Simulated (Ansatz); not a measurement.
# Al2Cu (I4/mmm) in Ansatz: settings compared

One crystal, Al2Cu, is run at these levels: PBEsol, PBEsol+D3(BJ); tasks: relaxation of cell and atoms.

Program: Ansatz 0.2.0. These are calculated values, not measurements. Logs are shortened: lines on timing, memory, paths and dates and some standing lists are left out, and cuts for length are marked.

## Step 1: The structure

It takes space group I4/mmm (No. 139, tetragonal). Conventional cell: a = 4.061 Å, b = 4.061 Å, c = 5.702 Å, α = 90.00°, β = 90.00°, γ = 90.00°. Cu (site symmetry 4/mmm) has 8 Al at 2.48 Å as nearest neighbours. Around Al (site symmetry -4m2) lie 4 Cu at 2.48 Å and 2 Al at 2.85 Å.

The cell comes from a database or a generator and needn't be the stable form of this composition.

## Step 2: Relaxation of cell and atoms, PBEsol

The input, input.yaml:

```yaml
crystal:
  lattice:
    - [-2.0303375, 2.0303375, 2.851094]
    - [2.0303375, -2.0303375, 2.851094]
    - [2.0303375, 2.0303375, -2.851094]
  atoms:
    - { symbol: Cu, position: [0.5, 0.5, 0.0] }
    - { symbol: Al, position: [0.25, 0.75, 0.5] }
    - { symbol: Al, position: [0.75, 0.25, 0.5] }
hamiltonian:
  xc: pbesol
  pseudopotentials: { kind: paw }
kpoints:
  mp_grid: { grid: [9, 9, 9] }
scf:
  occupations: { method: fermi_dirac, width: 0.05 }
output:
  forces: true
  stress: true
  eigenvalues: true
relax:
  f_tol: 0.01
  max_steps: 40
  cell: { stress_tol: 0.05 }
```

Potentials or basis: Ansatz PAW.

Command:

```sh
> ansatz run input.yaml --threads 2 --pin off --max-ram 5632MiB --backend cpu --events-out ev --progress --plain --runs-dir out
```

The program printed:

```text
Warning: RAYON_NUM_THREADS=2 ignored (pool sized by the plan → 2); use --threads N
Engine: ansatz 0.2.0, aarch64-unknown-linux-gnu
Pseudopotentials: kind: paw
Pseudopotential: Cu, paw, valence charge 19, recommended cutoff 420 eV (normal), Cu.paw.azcp
Pseudopotential: Al, paw, valence charge 3, recommended cutoff 420 eV (normal), Al.paw.azcp
Functional definition: PBEsol
  exchange = pbesol_x
  correlation = pbesol_c
Crystal: 3 atoms, lattice volume = 47.012 Å³
Basis set: ecut = 420 eV, 925 PW (Γ), exchange–correlation on 60×60×60 points (8 copies of the dense FFT grid, shifted against one another)
Bands: 17, of which v1, the nominal top of the filled ones, is band 13 counted from 1 (12 counted from 0)
Symmetry: 16 space group operations
Space group: I4/mmm (ITA 139), of the structure as read, at distance tolerance 3.6e-5 Å
k-points: 75 of 729
Non-local potential: Cu, projectors of the file, l = 0: 3, l = 1: 2, l = 2: 3, l = 3: 1
Non-local potential: Al, projectors of the file, l = 0: 2, l = 1: 2, l = 2: 1
PAW form: soft (Blöchl's): semilocal exchange-correlation on the pseudo side does not see the compensation charge
PAW frozen core: Cu, regenerated for the run's functional, and the local potential with it (the file was generated under x = pbe(κ = 0.804, μ = 0.2195149727645171), c = pbe(β = 0.06672455060314922))
PAW frozen core: Al, regenerated for the run's functional, and the local potential with it (the file was generated under x = pbe(κ = 0.804, μ = 0.2195149727645171), c = pbe(β = 0.06672455060314922))
PAW one-centre angular grid: Cu, 590 points (default); XC on 64 Gauss nodes
PAW one-centre angular grid: Al, 110 points (default); XC on 64 Gauss nodes
Initial density: superposition of atomic densities (neutral atoms: chi_scale 0, normalization atom), corrected by the library's trained network
Initial wavefunctions: pseudopotential atomic-orbital guess
Functional: x = pbesol(κ = 0.804, μ = 0.12345679012345678), c = pbesol(β = 0.046)
SCF iter   1: F=—  HF=-7638.411520 eV  |F-HF|=—  |Δ(HF+E_count)|=         —  Δρ=8.58e-3  dr2=1.90e-2  ethr=1.77e-3  ⟨swp⟩=5.3  Hψ=6496  notcnv=0
preconditioner: auto → Kerker (q_TF=auto, 2.456 Å⁻¹)  [metal: Δε(μ)=0.017 eV  Ē_g=8.415 eV  σ=0.050 eV  W_gap=0.09  n_scr=14 (ndim 8)  ℏωp=22.3 eV  f_vac=0.002  D(μ)=1.73/eV (n_scr^D=14)]
SCF iter   2: F=—  HF=-7638.408090 eV  |F-HF|=—  |Δ(HF+E_count)|=   3.43e-3  Δρ=1.21e-3  dr2=7.47e-4  ethr=7.60e-5  ⟨swp⟩=2.0  Hψ=2738  notcnv=0  defer=7
SCF iter   3: F=—  HF=-7638.408014 eV  |F-HF|=—  |Δ(HF+E_count)|=   7.61e-5  Δρ=1.05e-3  dr2=5.07e-4  ethr=2.99e-6  ⟨swp⟩=2.1  Hψ=1675  notcnv=0  defer=7
SCF iter   4: F=—  HF=-7638.408068 eV  |F-HF|=—  |Δ(HF+E_count)|=   5.42e-5  Δρ=3.66e-4  dr2=9.21e-5  ethr=2.03e-6  ⟨swp⟩=1.0  Hψ=1266  notcnv=0  defer=7
SCF iter   5: F=—  HF=-7638.408070 eV  |F-HF|=—  |Δ(HF+E_count)|=   2.45e-6  Δρ=6.46e-5  dr2=3.38e-6  ethr=3.68e-7  ⟨swp⟩=1.2  Hψ=1332  notcnv=0  defer=7
SCF iter   6: F=—  HF=-7638.408070 eV  |F-HF|=—  |Δ(HF+E_count)|=   2.61e-7  Δρ=3.08e-5  dr2=5.58e-7  ethr=1.35e-8  ⟨swp⟩=2.6  Hψ=1915  notcnv=0  defer=7
SCF iter   7: F=-7638.408070 eV  HF=-7638.408070 eV  |F-HF|=2.02e-8  |Δ(HF+E_count)|=   1.41e-7  Δρ=4.17e-6  dr2=1.05e-8  ethr=4.00e-10  ⟨swp⟩=4.4  Hψ=4302  notcnv=0
[... 74 lines left out ...]
SCF iter   6: F=-7638.408195 eV  HF=-7638.408195 eV  |F-HF|=9.09e-13  |Δ(HF+E_count)|=  9.09e-13  Δρ=1.32e-8  dr2=9.79e-14  ethr=1.00e-12  ⟨swp⟩=1.0  Hψ=1275  notcnv=0
SCF iter   7: F=-7638.408195 eV  HF=-7638.408195 eV  |F-HF|=2.73e-12  |Δ(HF+E_count)|=  9.09e-13  Δρ=5.73e-9  dr2=1.89e-14  ethr=1.00e-12  ⟨swp⟩=2.7  Hψ=3974  notcnv=0
SCF 6 converged in 7 iterations: F = -7638.408195 eV  dr2 = 1.89e-14
relax step   6: F+E_penalty+E_count = -7638.40819531 eV  Δ(F+E_penalty+E_count) = -1.455e-5 eV  max|allowed force component| = 6.939e-18 eV/Å  Δτ_max = 0.0000 Å  P = -0.001 GPa  Ω = 46.971 Å³  stress off target by 5.88e-3 GPa  SCF on the basis re-selected at this cell (its energy is not comparable with the rows above)  (7 SCF iters)
basis re-selected at this cell: Δ(F+E_penalty+E_count) = -1.455e-5 eV, ΔP = -0.000 GPa vs the last step (what re-selecting the basis moved, of the pressure what is left beyond the Pulay correction that the steps carried, after the strain that the cell walked since its last selection, with what the two solves' SCF thresholds leave and, on support functions, any second-order correction that the steps lacked; it is no measure of the basis error at this ecutwfc). This SCF's stress stands 5.88e-3 GPa from its target on what of the cell is left free (relax.cell.stress_tol is 5.00e-2 GPa) and its largest allowed force component is 6.94e-18 eV/Å (relax.f_tol is 1.00e-2 eV/Å): within both
SCF converged after 7 iterations
Free energy (F): -7638.408195 eV
Harris-Foulkes:  -7638.408195 eV  (|F-HF|=2.73e-12)
Internal energy: -7638.394833 eV  (E = F + TS)
E sigma→0 (E₀):  -7638.401514 eV
Entropy (-TS):   -0.013362 eV (-4.454 meV/atom)
Fermi energy:    9.334884 eV
--- Per-component energies (eV) ---
  E_band       = -491.228156
  E_kinetic    = 346.897108
  E_local      = -5882.262639  (includes V_loc(G=0)·N_el)
  E_nonlocal   = 403.652560
  E_hartree    = 2630.142607
  E_xc         = -169.327814
  E_vxc        = -175.738284  (∫ρ·V_xc dr)
  E_paw        = -2528.872530  (= ΣΔE_a)
  E_vpaw       = -444.062355  (= ΣTr[D̂ρ^β])
  E_aug_tail   = 0.000229  (compensation charges beyond the density's cutoff)
  E_ewald      = -2438.868834
  E_core_change = 0.244480  (= ΣΔE_core)
  E_smearing   = -0.013362  (= −TS)
  E_closure    = 0.000000  (closes the sum)
  Σ components = -7638.408195   (vs F -7638.408195, Δ=0.00e0)
--- Forces (eV/Å), atoms counted from 1 ---
  atom   1  Cu    -0.00000000    -0.00000000    -0.00000000
  atom   2  Al    -0.00000000     0.00000000     0.00000000
  atom   3  Al    -0.00000000     0.00000000     0.00000000
  max |Σ_I F_I| component: 2.08e-17 eV/Å
--- Stress (GPa, compression-positive) ---
       -0.004083      -0.000000       0.000000
       -0.000000      -0.004083       0.000000
       -0.000000       0.000000       0.005880
  P = ⅓ Tr σ = -0.0008 GPa (-0.008 kbar)
--- Band table (eV; the first three rows and the last of 75) ---
  k-point 0: bands = ["-104.2149", "-61.7131", "-61.7131", "-61.7130", "-0.9508", "4.7646", "4.7649", "4.7649", "5.3438", "5.3444", "12.2345", "12.2345", "12.2379", "12.3450", "12.3500", "12.3500", "13.7306"]
  k-point 1: bands = ["-104.2149", "-61.7131", "-61.7131", "-61.7130", "-0.7280", "4.6979", "4.7993", "4.7997", "5.3031", "5.3635", "10.5370", "10.5408", "11.3987", "11.5194", "13.9591", "14.3455", "14.3507"]
  k-point 2: bands = ["-104.2149", "-61.7131", "-61.7131", "-61.7130", "-0.0647", "4.5266", "4.9064", "4.9069", "5.1806", "5.4123", "9.1187", "9.1222", "9.4249", "10.6319", "12.1803", "16.4431", "16.4533"]
  k-point 74: bands = ["-104.2149", "-61.7131", "-61.7131", "-61.7131", "3.2501", "3.5348", "4.1278", "5.2673", "5.3313", "5.4705", "5.4815", "6.7894", "7.4952", "10.1661", "11.5086", "17.4633", "19.5649"]
--- Relaxed structure (4 steps of the walk, 4 accepted, 2 SCFs on fresh bases) ---
  F+E_penalty+E_count = -7638.40819531 eV   max|allowed force component| = 6.939e-18 eV/Å   (the final SCF, on the basis selected at the relaxed cell)
  cell:  # Å, volume = 46.9705 Å³
    - [-2.02526811654643, 2.02526811654643, 2.8628618239986734]
    - [2.02526811654643, -2.02526811654643, 2.8628618239986734]
    - [2.02526811654643, 2.02526811654643, -2.8628618239986734]
  atoms:
    - { symbol: Cu, position: [0.49999999999999994, 0.49999999999999994, -4.349330581671396e-35] }
    - { symbol: Al, position: [0.24999999999999997, 0.75, 0.5] }
    - { symbol: Al, position: [0.75, 0.24999999999999997, 0.5] }
```

Wall time 10 s (2 threads of Arm Neoverse V2, shared host); peak memory 0.37 GiB.

What came out:

```yaml
Free_energy: -7638.4082 eV
Relaxed_volume: 15.66 Å³/atom
Relaxed_cell: a = 4.050 Å, b = 4.050 Å, c = 4.050 Å, α = 119.98°, β = 119.98°, γ = 90.03°
Space_group_after_relaxing_to_0.05_Å: Fm-3m (No. 225)
Energy_gained_by_relaxing: 0.0 meV/atom
Ionic_steps: 6
Pressure_after_relaxing: 0.0 GPa
Band_gap_on_the_k_mesh: none (metal or under the smearing width)
```

Step by step:
| step | energy change (eV) | largest force (eV/Å) | volume (Å³) |
| --- | --- | --- | --- |
| 1 | 0.0000 | 0.0000 | 47.01 |
| 2 | -0.0001 | 0.0000 | 46.98 |
| 3 | -0.0001 | 0.0000 | 46.96 |
| 4 | -0.0001 | 0.0000 | 46.96 |
| 5 | -0.0001 | 0.0000 | 46.97 |
| 6 | -0.0001 | 0.0000 | 46.97 |

Final structure:
```
CELL_PARAMETERS angstrom
-2.02527 2.02527 2.86286
2.02527 -2.02527 2.86286
2.02527 2.02527 -2.86286
ATOMIC_POSITIONS crystal
Cu 0.50000 0.50000 0.00000
Al 0.25000 0.75000 0.50000
Al 0.75000 0.25000 0.50000
```

Levels at points of the mesh, in eV from the Fermi level:
```
           k point  band 9  band 10  band 11  band 12  band 13  band 14  band 15  band 16  band 17
(0.00, 0.00, 0.00)   -3.99    -3.99     2.90     2.90     2.90     3.01     3.02     3.02     4.40
```

Caveat: the plane-wave basis is chosen anew once the cell has moved, so the energies of steps on either side of that aren't comparable; the PAW data sets come from PBE, with cores solved anew for the run's functional, which leaves a small shift of forces and pressure.

## Step 3: Relaxation of cell and atoms, PBEsol+D3(BJ)

input.yaml: that of step 2 with these lines changed.

```diff
@@ -12,2 +12,3 @@
   pseudopotentials: { kind: paw }
+  dispersion: d3bj
 kpoints:
```

Potentials or basis: Ansatz PAW.

Command:

```sh
> ansatz run input.yaml --threads 2 --pin off --max-ram 5632MiB --backend cpu --events-out ev --progress --plain --runs-dir out
```

Wall time 13 s (2 threads of Arm Neoverse V2, shared host); peak memory 0.37 GiB.

Results (log left out):

```
Free energy                            : -7639.4864 eV
Relaxed volume                         : 15.13 Å³/atom
Relaxed cell                           : a = 4.003 Å, b = 4.003 Å, c = 4.003 Å, α = 119.99°, β = 119.99°, γ = 90.02°
Space group after relaxing (to 0.05 Å) : Fm-3m (No. 225)
Energy gained by relaxing              : 6.5 meV/atom
Ionic steps                            : 8
Pressure after relaxing                : 0.0 GPa
Band gap on the k mesh                 : none (metal or under the smearing width)
```

Step by step:
```csv
step,energy change (eV),largest force (eV/Å),volume (Å³)
1,0.0000,0.0000,47.01
2,-0.0181,0.0000,45.87
3,-0.0201,0.0000,45.35
4,-0.0201,0.0000,45.38
5,-0.0201,0.0000,45.39
6,-0.0196,0.0000,45.39
7,-0.0196,0.0000,45.38
8,-0.0196,0.0000,45.38
```

Final structure:
```xyz
3
Lattice="-2.0020 2.0020 2.8305 2.0020 -2.0020 2.8305 2.0020 2.0020 -2.8305" Properties=species:S:1:pos:R:3 pbc="T T T"
Cu    0.0000    0.0000    2.8305
Al    2.0020    0.0000    1.4152
Al    0.0000    2.0020    1.4152
```

Levels at points of the mesh, in eV from the Fermi level:
```
           k point  band 10  band 11  band 12  band 13  band 14  band 15  band 16  band 17
(0.00, 0.00, 0.00)    -4.11     2.91     2.91     2.91     3.13     3.13     3.13     4.77
```

Caveat: the plane-wave basis is chosen anew once the cell has moved, so the energies of steps on either side of that aren't comparable; pairwise dispersion overbinds metals, which lowers pressure and volume; the PAW data sets come from PBE, with cores solved anew for the run's functional, which leaves a small shift of forces and pressure.
